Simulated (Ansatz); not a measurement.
**RuO2: biaxial strain +2.37 %, plane normal [001], relaxed out of plane**

Start from RuO2 in the rutile structure (space group P4_2/mnm, No. 136; a = 4.4799 Å, c = 3.1069 Å). Axes: x, y, z lie along a, b, c of the conventional cell.

One thing is altered: biaxial strain +2.37 %, plane normal [001], relaxed out of plane (Cartesian); in-plane vectors clamped, the third vector and the atoms free.

All numbers come from r2SCAN (Ansatz, a quantum-chemistry and plane-wave program; PAW; 500 eV plane waves; without spin-orbit coupling). Settings: 11×11×15 k-points, 0.05 eV Fermi–Dirac smearing.

The volume per atom increases by 0.31 Å³, from 10.39 Å³ to 10.70 Å³ and the space group remains P4_2/mnm (No. 136). The shortest interatomic distance rises by 3.12 pm, from 193.4 pm to 196.6 pm and the pressure (mean of the normal stresses, compression positive) goes from zero to -6.3 GPa. The band gap remains zero and the out-of-plane strain is -1.75 % (rough). The mean in-plane stress (compression positive) comes out as -9.4 GPa (rough).

Without a gap, meshes like the base's 11×11×15 leave anisotropic stresses uncertain by several tenths of a GPa, and small strain energies with them. No phonon test of stability was made. Starting moments died away, wholly or in part, for the base; another magnetic solution may exist. No Hubbard U is applied, and correlation can decide whether such a compound is a metal. The final runs are not spin-polarised.
